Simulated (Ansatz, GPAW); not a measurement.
Given: the input of a run of GPAW 26.7.0 (ASE script) on Li2S. 

run.py

```python
from ase import Atoms
from ase.dft.bandgap import bandgap
from ase.io import write
from ase.units import Bohr, GPa
from gpaw import GPAW, PW
from gpaw.elf import elf_from_dft_calculation

atoms = Atoms(['S', 'Li', 'Li'],
              cell=[[0.0, 2.8445, 2.8445],
                    [2.8445, 0.0, 2.8445],
                    [2.8445, 2.8445, 0.0]],
              scaled_positions=[[0.0, 0.0, 0.0],
                                [0.75, 0.75, 0.75],
                                [0.25, 0.25, 0.25]],
              pbc=True)

calc = GPAW(mode=PW(800),
            xc='PBE',
            kpts={'size': (8, 8, 8), 'gamma': True},
            occupations={'name': 'methfessel-paxton', 'order': 0, 'width': 0.025},
            nbands=12,
            convergence={'density': 1e-05, 'energy': 1e-05},
            maxiter=150,
            txt='gpaw.txt')
atoms.calc = calc
energy = atoms.get_potential_energy()
forces = atoms.get_forces()
stress = atoms.get_stress()
calc.write('gs.gpw')
write('result.traj', atoms)
print(f'Energy: {energy:.6f} eV')
print('Forces (eV/A):')
print(forces.round(4))
print('Stress (GPa):', (stress / GPa).round(3))
print('Fermi level:', round(calc.get_fermi_level(), 4), 'eV')
print(f'Gap: {bandgap(calc)[0]:.4f} eV, direct: {bandgap(calc, direct=True)[0]:.4f} eV')

# fields on the real-space grid
write('density.cube', atoms, data=calc.get_pseudo_density() * Bohr**3)
write('potential.cube', atoms, data=calc.get_electrostatic_potential())
write('elf.cube', atoms, data=elf_from_dft_calculation(calc).data)
```

Potentials or basis: GPAW PAW data sets (gpaw-data 1.2.1), pw.

The run is started by

```bash
$ OMP_NUM_THREADS=1 python run.py
```

Task: What does the same run look like in Ansatz 0.2.0? Potentials or basis there: Ansatz PAW, cutoff 420 eV.

Result: As run (cutoffs and basis follow the program's own potentials, and thresholds, step limits or extra output files can differ):

File input.yaml:

```yaml
crystal:
  lattice:
    - [0.0, 2.8445, 2.8445]
    - [2.8445, 0.0, 2.8445]
    - [2.8445, 2.8445, 0.0]
  atoms:
    - { symbol: S, position: [0.0, 0.0, 0.0] }
    - { symbol: Li, position: [0.75, 0.75, 0.75] }
    - { symbol: Li, position: [0.25, 0.25, 0.25] }
hamiltonian:
  xc: pbe
  pseudopotentials: { kind: paw }
kpoints:
  mp_grid: { grid: [8, 8, 8] }
scf:
  occupations: { method: gaussian, width: 0.025 }
output:
  forces: true
  stress: true
  eigenvalues: true
  write_density: true
  write_potential: true
  elf: true
  volumetric_format: npy
```

Potentials or basis: Ansatz PAW.

Command:

```bash
$ ansatz run input.yaml --threads 2 --pin off --max-ram 5632MiB --backend cpu --events-out ev --progress --plain --runs-dir out
```

Both were run:

|  | GPAW | Ansatz |
| --- | --- | --- |
| Pressure | 0.9 GPa | 0.4 GPa |

Ansatz's pressure holds a Pulay term of +0.00 GPa for its cutoff of 420 eV, which the other run lacks.

The potentials hold 8 and 12 valence electrons a cell.

Where Ansatz's input types no cutoff or centring, it takes its own default and a Γ-centred mesh.

Pressure is positive in compression.
